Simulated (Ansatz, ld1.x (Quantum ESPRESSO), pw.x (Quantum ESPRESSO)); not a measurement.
## pw.x on bcc S: one setting changed

Potential: norm-conserving Troullier–Martins (Kleinman–Bylander form), ld1.x (Quantum ESPRESSO) 7.5, PBE; core [Ne], reference 3s2 3p4; waves: 3s (bound): rc 1.40 bohr; 3p (bound): rc 1.30 bohr; 3d channel at 0.35 Ry: rc 1.40 bohr; local part: all-electron potential smoothed inside 1.10 bohr (lloc = -1); core correction: a·sin(br)/r model core inside 1.20 bohr.

The reference run (k-mesh 15³, cutoffs 120/480 Ry, Fermi–Dirac 0.01 Ry, mixing_beta 0.4, conv_thr 1e-9, no spin) gives 0.34 GPa at 15.679 Å³/atom, where all-electron LAPW gives 0.88 GPa. This run, with its own iteration cap, changes mixing_beta to 0.1.

```
&control
  calculation='scf', prefix='x', pseudo_dir='./', outdir='./tmp', tstress=.true., disk_io='none'
/
&system
  ibrav=0, nat=1, ntyp=1, ecutwfc=120, ecutrho=480, nbnd=10,
  occupations='smearing', smearing='fd', degauss=0.01
/
&electrons
  conv_thr=1e-09, mixing_beta=0.1, electron_maxstep=60
/
ATOMIC_SPECIES
S 1.0 S.UPF
CELL_PARAMETERS angstrom
  -1.57671351 1.57671351 1.57671351
  1.57671351 -1.57671351 1.57671351
  1.57671351 1.57671351 -1.57671351
ATOMIC_POSITIONS crystal
S 0.0000 0.0000 0.0000
K_POINTS automatic
15 15 15 0 0 0
```

```bash
pw.x < S.scf.in > S.scf.out
```

How does the run end?

It converges in 8 iterations; the free energy moves by +0.0 meV/atom and the pressure by +0.01 GPa. The result is that of the reference run.

```
Message from routine setup:
     using ibrav=0 with symmetry is DISCOURAGED, use correct ibrav instead
     lattice parameter (alat)  =       5.1607  a.u.
     unit-cell volume          =     105.8071 (a.u.)^3
     number of electrons       =         6.00
     number of Kohn-Sham states=           10
     kinetic-energy cutoff     =     120.0000  Ry
     charge density cutoff     =     480.0000  Ry
     scf convergence threshold =      1.0E-09
     Exchange-correlation= PBE
     number of k points=   120  Fermi-Dirac smearing, width (Ry)=  0.0100
     iteration #  1     ecut=   120.00 Ry     beta= 0.10
     total energy              =     -20.78504202 Ry
     estimated scf accuracy    <       0.00098851 Ry
     iteration #  2     ecut=   120.00 Ry     beta= 0.10
     total energy              =     -20.78507310 Ry
     estimated scf accuracy    <       0.00077074 Ry
     iteration #  3     ecut=   120.00 Ry     beta= 0.10
     total energy              =     -20.78515512 Ry
     estimated scf accuracy    <       0.00002605 Ry
     iteration #  4     ecut=   120.00 Ry     beta= 0.10
     total energy              =     -20.78515186 Ry
     estimated scf accuracy    <       0.00000930 Ry
     iteration #  5     ecut=   120.00 Ry     beta= 0.10
     total energy              =     -20.78515304 Ry
     estimated scf accuracy    <       0.00000002 Ry
     iteration #  6     ecut=   120.00 Ry     beta= 0.10
     total energy              =     -20.78515307 Ry
     estimated scf accuracy    <          9.6E-09 Ry
     iteration #  7     ecut=   120.00 Ry     beta= 0.10
     total energy              =     -20.78515306 Ry
     estimated scf accuracy    <       0.00000002 Ry
     iteration #  8     ecut=   120.00 Ry     beta= 0.10
     the Fermi energy is     9.3174 ev
!    total energy              =     -20.78515306 Ry
     estimated scf accuracy    <          4.8E-10 Ry
     smearing contrib. (-TS)   =      -0.00363931 Ry
     The total energy is F=E-TS. E is the sum of the following terms:
     one-electron contribution =       5.22171159 Ry
     hartree contribution      =       0.94453952 Ry
     xc contribution           =      -4.96254744 Ry
     ewald contribution        =     -21.98521742 Ry
     convergence has been achieved in   8 iterations
          total   stress  (Ry/bohr**3)                   (kbar)     P=        3.44
     Message from routine punch:
     Nothing written, as per user request (disk_io='none')
```

The run took about 18 s on one core of a shared host (Intel(R) Xeon(R) Gold 6455B, 64 threads, 503 GiB, load 20).
